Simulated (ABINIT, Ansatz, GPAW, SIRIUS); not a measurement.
## TiAl: 4 runs at one level of theory

```xyz
2
Lattice="2.8673 0.0000 0.0000 -1.4336 2.4831 0.0000 0.0000 0.0000 4.6781" Properties=species:S:1:pos:R:3 pbc="T T T"
Ti    0.0000    0.0000    0.0000
Al    0.0000    1.6554    2.3390
```

The cell comes from a database or a generator and needn't be the stable form of this composition.

Alike in all runs: task single point; functional PBEsol; k mesh 11 × 11 × 6; occupations fermi-dirac, width 0.05 eV; no spin polarisation; no spin-orbit coupling. Pressure is positive in compression and, in plane waves, holds the error of the finite cutoff.

```json
{"program and potentials": "GPAW, PAW data sets generated for this functional", "plane-wave cutoff (eV)": "600", "notes": "-", "pressure (GPa)": "-2.95"}
{"program and potentials": "ABINIT, PseudoDojo NC SR PBEsol v0.4.1 standard", "plane-wave cutoff (eV)": "1143", "notes": "-", "pressure (GPa)": "-2.89"}
{"program and potentials": "SIRIUS, PseudoDojo 0.4.1 PBEsol standard (scalar relativistic)", "plane-wave cutoff (eV)": "1152", "notes": "-", "pressure (GPa)": "-2.89"}
{"program and potentials": "Ansatz, all-electron LAPW, scalar-relativistic", "plane-wave cutoff (eV)": "-", "notes": "-", "pressure (GPa)": "-2.86"}
```

The pressure spans -2.95 (GPAW, PAW data sets generated for this functional) to -2.86 GPa (Ansatz, all-electron LAPW, scalar-relativistic), with all-electron results at -2.86.

Differences between rows come from potentials, basis sets and numerical settings, since the functional is the same but for its coding. Runs on potential files found faulty are left out.
